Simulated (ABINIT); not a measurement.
# GaN (F-43m) in ABINIT: settings compared, part 3 of 3

ABINIT 10.8.3 (patched build). Earlier steps stand in the parts before.

## Step 5: Band structure, OLYP

The input, run.abi:

```
# Datasets: ground state, then fixed potential
ndtset 2

# Pseudopotentials
pp_dirpath "./"
pseudos "Ga.upf, N.upf"

# Structure
acell 3*1.0 Angstrom
rprim
     0.0000000000     2.2535006075     2.2535006075
     2.2535006075     0.0000000000     2.2535006075
     2.2535006075     2.2535006075     0.0000000000
ntypat 2
znucl 31 7
natom 2
typat 1 2
xred
     0.0000000000     0.0000000000     0.0000000000
     0.2500000000     0.2500000000     0.2500000000

# Plane-wave basis
ecut 42.0

# Exchange and correlation
ixc -110131

# Bands and occupations
occopt 3
tsmear 0.00183747

# SCF cycle
nstep 100

# Output
iomode 3
prtwf 0
prteig 0
prtebands 0
prtden1 1

# Dataset 1
kptopt1 1
ngkpt1 10 10 10
nshiftk1 1
shiftk1 0.0 0.0 0.0
nband1 13
tolvrs1 1.0e-10

# Dataset 2: bands along G-X-W-K-G-L-U-W-L-K
iscf2 -2
getden2 1
nband2 17
nbdbuf2 2
tolwfr2 1.0e-12
kptopt2 -9
ndivsm2 6
prteig2 1
prtvol2 -3
kptbounds2
     0.0000000000     0.0000000000     0.0000000000
     0.5000000000     0.0000000000     0.5000000000
     0.5000000000     0.2500000000     0.7500000000
     0.3750000000     0.3750000000     0.7500000000
     0.0000000000     0.0000000000     0.0000000000
     0.5000000000     0.5000000000     0.5000000000
     0.6250000000     0.2500000000     0.6250000000
     0.5000000000     0.2500000000     0.7500000000
     0.5000000000     0.5000000000     0.5000000000
     0.3750000000     0.3750000000     0.7500000000
```

Potentials or basis: PseudoDojo NC SR PBE v0.4.1 standard.

Run with:

```console
> abinit run.abi > log 2>&1
```

run.abo:

```text
.Version 10.8.3 of ABINIT
 DATASET    1 : space group F-4 3 m (#216); Bravais cF (face-center cubic)
================================================================================
 Values of the parameters that define the memory need for DATASET  1.
     intxc =       0    ionmov =       0      iscf =       7    lmnmax =       6
     lnmax =       6     mgfft =      36  mpssoang =       3    mqgrid =    3001
     natom =       2  nloc_mem =       1    nspden =       1   nspinor =       1
    nsppol =       1      nsym =      24    n1xccc =    2501    ntypat =       2
    occopt =       3   xclevel =       2
       mpw =        2020          nfft =       46656          nkpt =          47
================================================================================
================================================================================

 DATASET    2 : space group F-4 3 m (#216); Bravais cF (face-center cubic)
================================================================================
 Values of the parameters that define the memory need for DATASET  2.
     intxc =       0    ionmov =       0      iscf =      -2    lmnmax =       6
     lnmax =       6     mgfft =      36  mpssoang =       3    mqgrid =    3001
     natom =       2  nloc_mem =       1    nspden =       1   nspinor =       1
    nsppol =       1      nsym =      24    n1xccc =    2501    ntypat =       2
    occopt =       3   xclevel =       2
       mpw =        2033          nfft =       46656          nkpt =         103
================================================================================
================================================================================

--------------------------------------------------------------------------------
------------- Echo of variables that govern the present computation ------------
--------------------------------------------------------------------------------
 -outvars: echo values of preprocessed input variables --------
            acell      1.8897261259E+00  1.8897261259E+00  1.8897261259E+00 Bohr
              amu      6.97230000E+01  1.40067400E+01
             ecut      4.20000000E+01 Hartree
           getden1          0
           getden2          1
             iscf1          7
             iscf2         -2
              ixc     -110131
           jdtset        1    2
           kptopt1          1
           kptopt2         -9
         kptrlatt       10    0    0      0   10    0      0    0   10
          kptrlen1     6.02242700E+01
          kptrlen2     3.00000000E+01
            natom           2
            nband1         13
            nband2         17
           nbdbuf1          0
           nbdbuf2          2
           ndtset           2
           ndivsm1          0
           ndivsm2          6
            ngfft          36      36      36
             nkpt1         47
             nkpt2        103
            nstep         100
             nsym          24
           ntypat           2
           occopt           3
        prtebands           0
           prteig1          0
           prteig2          1
           prtvol1          0
           prtvol2         -3
            prtwf           0
            rprim      0.0000000000E+00  2.2535006075E+00  2.2535006075E+00
                       2.2535006075E+00  0.0000000000E+00  2.2535006075E+00
                       2.2535006075E+00  2.2535006075E+00  0.0000000000E+00
           shiftk1     0.00000000E+00  0.00000000E+00  0.00000000E+00
           shiftk2     5.00000000E-01  5.00000000E-01  5.00000000E-01
          spgroup         216
           tolvrs1     1.00000000E-10
[... 913 lines left out ...]
  4.63E-07
 -3.5338E-01 -3.0637E-01 -3.0221E-01 -3.0163E-01 -2.9874E-01 -2.2460E-01
 -8.9062E-03  4.8865E-02  1.2686E-01  4.0302E-01  5.0015E-01  6.1113E-01
  6.7469E-01  7.2320E-01  9.4609E-01  1.0526E+00  1.1063E+00
 Non-SCF case, kpt  103 (  0.37500  0.37500  0.75000), residuals and eigenvalues=
  3.45E-13  7.53E-13  4.40E-13  7.11E-13  6.99E-13  3.68E-13  4.14E-13  2.74E-13
  1.75E-13  5.03E-13  3.63E-13  3.99E-13  6.08E-13  3.61E-13  5.61E-13  1.11E-08
  1.46E-05
 -3.5326E-01 -3.0634E-01 -3.0180E-01 -3.0170E-01 -2.9860E-01 -2.2352E-01
 -8.2320E-03  4.8957E-02  1.2289E-01  3.9415E-01  4.9913E-01  6.1865E-01
  6.8214E-01  7.1305E-01  9.6316E-01  1.0523E+00  1.1181E+00

--- !ResultsGS
iteration_state: {dtset: 2, }
comment   : Summary of ground state results
lattice_vectors:
- [  0.0000000,   4.2584990,   4.2584990, ]
- [  4.2584990,   0.0000000,   4.2584990, ]
- [  4.2584990,   4.2584990,   0.0000000, ]
lattice_lengths: [   6.02243,    6.02243,    6.02243, ]
lattice_angles: [ 60.000,  60.000,  60.000, ] # degrees, (23, 13, 12)
lattice_volume:   1.5445417E+02
convergence: {deltae:  0.000E+00, res2:  0.000E+00, residm:  9.989E-13, diffor:  0.000E+00, }
etotal    :  -8.72594945E+01
entropy   :   0.00000000E+00
fermie    :   2.39338211E-01
cartesian_stress_tensor: null
pressure_GPa: null
xred      :
- [  0.0000E+00,   0.0000E+00,   0.0000E+00, Ga]
- [  2.5000E-01,   2.5000E-01,   2.5000E-01,  N]
cartesian_forces: null
force_length_stats: {min: null, max: null, mean: null, }
...

 Integrated electronic density in atomic spheres:
 ------------------------------------------------
 Atom  Sphere_radius  Integrated_density
    1        2.00000         10.86310288
    2        2.00000          5.28213246
================================================================================

 ----iterations are completed or convergence reached----

 Mean square residual over all n,k,spin=   49.467E-14; max=  99.892E-14
 reduced coordinates (array xred) for    2 atoms
       0.000000000000      0.000000000000      0.000000000000
       0.250000000000      0.250000000000      0.250000000000

 cartesian coordinates (angstrom) at end:
    1      0.00000000000000     0.00000000000000     0.00000000000000
    2      1.12675030375000     1.12675030375000     1.12675030375000
 length scales=  1.889726125908  1.889726125908  1.889726125908 bohr
              =  1.000000000000  1.000000000000  1.000000000000 angstroms
 Eigenvalues (hartree) for nkpt= 103  k points:
 kpt#   1, nband= 17, wtk=  1.00000, kpt=  0.0000  0.0000  0.0000 (reduced coord)
  -0.38057   -0.31032   -0.31032   -0.31032   -0.29995   -0.29995    0.19956    0.19956
   0.19956    0.27573    0.59230    0.59230    0.59230    0.87127    0.90331    0.90331
   0.90332
 kpt#   2, nband= 17, wtk=  1.00000, kpt=  0.0294  0.0000  0.0294 (reduced coord)
  -0.38015   -0.31024   -0.31024   -0.31016   -0.29998   -0.29993    0.19488    0.19855
   0.19855    0.28059    0.58929    0.59334    0.59334    0.86918    0.88093    0.90553
   0.90553
 kpt#   3, nband= 17, wtk=  1.00000, kpt=  0.0588  0.0000  0.0588 (reduced coord)
  -0.37889   -0.31001   -0.31001   -0.30967   -0.30008   -0.29986    0.18333    0.19557
   0.19557    0.29258    0.58080    0.59641    0.59641    0.83219    0.89088    0.91216
   0.91216
 kpt#   4, nband= 17, wtk=  1.00000, kpt=  0.0882  0.0000  0.0882 (reduced coord)
  -0.37689   -0.30963   -0.30963   -0.30880   -0.30020   -0.29976    0.16854    0.19083
   0.19083    0.30792    0.56820    0.60137    0.60137    0.79269    0.91107    0.92312
   0.92312
 kpt#   5, nband= 17, wtk=  1.00000, kpt=  0.1176  0.0000  0.1176 (reduced coord)
[... 381 lines left out ...]
   0.13706    0.42371    0.49134    0.59575    0.65365    0.75804    0.92502    1.01746
   1.07530
 kpt# 101, nband= 17, wtk=  1.00000, kpt=  0.4000  0.4000  0.7000 (reduced coord)
  -0.35361   -0.30646   -0.30284   -0.30144   -0.29879   -0.22699   -0.01301    0.05620
   0.13166    0.41313    0.49764    0.60254    0.66505    0.73875    0.93334    1.04394
   1.08701
 kpt# 102, nband= 17, wtk=  1.00000, kpt=  0.3875  0.3875  0.7250 (reduced coord)
  -0.35338   -0.30637   -0.30221   -0.30163   -0.29874   -0.22460   -0.00891    0.04886
   0.12686    0.40302    0.50015    0.61113    0.67469    0.72320    0.94609    1.05265
   1.10635
 kpt# 103, nband= 17, wtk=  1.00000, kpt=  0.3750  0.3750  0.7500 (reduced coord)
  -0.35326   -0.30634   -0.30180   -0.30170   -0.29860   -0.22352   -0.00823    0.04896
   0.12289    0.39415    0.49913    0.61865    0.68214    0.71305    0.96316    1.05234
   1.11810

== END DATASET(S) ==============================================================
================================================================================

 -outvars: echo values of variables after computation  --------
            acell      1.8897261259E+00  1.8897261259E+00  1.8897261259E+00 Bohr
           etotal1    -8.7259494492E+01
            fcart1    -0.0000000000E+00 -0.0000000000E+00 -0.0000000000E+00
                      -0.0000000000E+00 -0.0000000000E+00 -0.0000000000E+00
            rprim      0.0000000000E+00  2.2535006075E+00  2.2535006075E+00
                       2.2535006075E+00  0.0000000000E+00  2.2535006075E+00
                       2.2535006075E+00  2.2535006075E+00  0.0000000000E+00
           strten1    -1.8997155110E-04 -1.8997155110E-04 -1.8997155110E-04
                       0.0000000000E+00  0.0000000000E+00  0.0000000000E+00
           xangst      0.0000000000E+00  0.0000000000E+00  0.0000000000E+00
                       1.1267503037E+00  1.1267503037E+00  1.1267503037E+00
             xred      0.0000000000E+00  0.0000000000E+00  0.0000000000E+00
                       2.5000000000E-01  2.5000000000E-01  2.5000000000E-01
 Calculation completed.
```

It took 1.8 min on 1 thread of Arm Neoverse V1, shared host; peak memory 0.12 GiB.

Results:

* Free energy: -2374.4518 eV
* Pressure: 5.6 GPa
* Band gap on the k mesh: 2.07 eV, direct
* Band gap along the path: 2.07 eV, direct
* Valence electrons inside the program's atomic spheres: Ga 10.86; N 5.28

Levels at the corners of the path, in eV from the valence-band top:
| point | band 7 | band 8 | band 9 | band 10 | band 11 | band 12 |
| --- | --- | --- | --- | --- | --- | --- |
| Γ | 0.00 | 0.00 | 0.00 | 2.07 | 10.69 | 10.69 |
| X | -5.93 | -2.60 | -2.60 | 3.65 | 7.05 | 12.05 |
| W | -5.48 | -3.57 | -3.48 | 6.44 | 8.66 | 10.61 |
| K | -5.65 | -4.10 | -2.09 | 5.29 | 8.15 | 11.40 |
| Γ | 0.00 | 0.00 | 0.00 | 2.07 | 10.69 | 10.69 |
| L | -6.81 | -0.93 | -0.93 | 5.04 | 8.96 | 10.68 |
| U | -5.65 | -4.10 | -2.09 | 5.29 | 8.15 | 11.40 |
| W | -5.48 | -3.57 | -3.48 | 6.44 | 8.66 | 10.61 |
| L | -6.81 | -0.93 | -0.93 | 5.04 | 8.96 | 10.68 |
| K | -5.65 | -4.10 | -2.09 | 5.29 | 8.15 | 11.40 |

Caveat: the potentials were made for another functional, which shifts forces and pressure.

## Step 6: Band structure, LDA

Edit run.abi of step 5 so:

```diff
@@ -5,10 +5,10 @@
 pp_dirpath "./"
-pseudos "Ga.upf, N.upf"
+pseudos "Ga.hgh, N.hgh"
 
 # Structure
-acell 3*1.0 Angstrom
+acell 6.0224269985 6.0224269985 6.0224269985
 rprim
-     0.0000000000     2.2535006075     2.2535006075
-     2.2535006075     0.0000000000     2.2535006075
-     2.2535006075     2.2535006075     0.0000000000
+     0.0000000000     0.7071067812     0.7071067812
+     0.7071067812     0.0000000000     0.7071067812
+     0.7071067812     0.7071067812     0.0000000000
 ntypat 2
@@ -22,6 +22,6 @@
 # Plane-wave basis
-ecut 42.0
+ecut 56.0
 
 # Exchange and correlation
-ixc -110131
+ixc 7
 
@@ -40,2 +40,6 @@
 prtden1 1
+prtvha1 1
+prtvclmb1 1
+prtpot1 1
+prtelf1 1
 
@@ -46,3 +50,3 @@
 shiftk1 0.0 0.0 0.0
-nband1 13
+nband1 8
 tolvrs1 1.0e-10
@@ -52,3 +56,3 @@
 getden2 1
-nband2 17
+nband2 12
 nbdbuf2 2
@@ -56,5 +60,4 @@
 kptopt2 -9
-ndivsm2 6
+ndivsm2 5
 prteig2 1
-prtvol2 -3
 kptbounds2
```

Potentials or basis: HGH LDA.

Run with:

```console
> abinit run.abi > log 2>&1
```

Wall time 82 s (1 thread of Arm Neoverse V1, shared host); peak memory 0.12 GiB.

Results (log left out):

- Free energy: -333.8282 eV
- Band gap on the k mesh: 2.23 eV, direct
- Valence electrons inside the program's atomic spheres: Ga 1.16; N 5.13

Levels at the corners of the path, in eV from the valence-band top:
```
point  band 2  band 3  band 4  band 5  band 6  band 7
    Γ    0.00    0.00    0.00    2.23   10.40   10.40
    X   -6.13   -2.54   -2.54    3.42    6.70   11.96
    W   -5.56   -3.69   -3.46    6.32    8.64   10.48
    K   -5.76   -4.17   -2.04    5.08    8.07   11.24
    Γ    0.00    0.00    0.00    2.23   10.40   10.40
    L   -6.91   -0.88   -0.88    4.89    9.02   10.42
    U   -5.76   -4.17   -2.04    5.08    8.07   11.24
    W   -5.56   -3.69   -3.46    6.32    8.64   10.48
    L   -6.91   -0.88   -0.88    4.89    9.02   10.42
    K   -5.76   -4.17   -2.04    5.08    8.07   11.24
```

Caveat: the cutoff is too short for stress, so the log's stress isn't used; HGH potentials are hard and often keep d shells in the core, so these values are rough.

## Step 7: The runs side by side

```csv
task,level,potentials or basis,cutoff (eV),fine-grid cutoff,gap on the mesh (eV),pressure (GPa),V0 of scaled cells (Å³/atom),B0 (GPa)
equation of state,PBE,JTH PAW PBE v2.0,544,1088.46 eV,-,-,11.81,169
band structure,LDA,PseudoDojo NC SR LDA v0.4.1 standard,1143,-,1.77,-6.8,-,-
equation of state,revPBE+D3,JTH PAW PBE v2.0,680,1278.94 eV,-,-,11.57,179
band structure,OLYP,PseudoDojo NC SR PBE v0.4.1 standard,1143,-,2.07,5.6,-,-
```

Alike in all rows: no spin polarisation; cell as given; k mesh 10 × 10 × 10; smearing fermi-dirac 0.05 eV.

Caveats: pressures at fixed basis lie under the slope of the energies (some runs); the PAW data sets were made with another functional, which shifts forces and pressure a little (some runs); the potentials were made for another functional, which shifts forces and pressure (some runs).

Absolute energies hang on the potentials; compare differences alone.

## Step 8: Comparison with measurements

Step 3. Against the measured gap of GaN, 3.299 eV (direct; 0 K; a printed reference work, textbook), the calculated 1.77 eV is off by -1.53 eV. Spin-orbit coupling on Ga is left out. The value is that of LDA, without temperature or zero-point motion. Semilocal functionals fall short of measured gaps as a rule. The cell is a database's relaxed one, not the measured one, which moves gaps too.

Step 5. Measured gap of GaN: 3.299 eV (direct; 0 K; a printed reference work, textbook). This calculation gives 2.07 eV (-1.23 eV). Spin-orbit coupling on Ga is left out. The value is that of OLYP, without temperature or zero-point motion. The cell is a database's relaxed one, not the measured one, which moves gaps too.
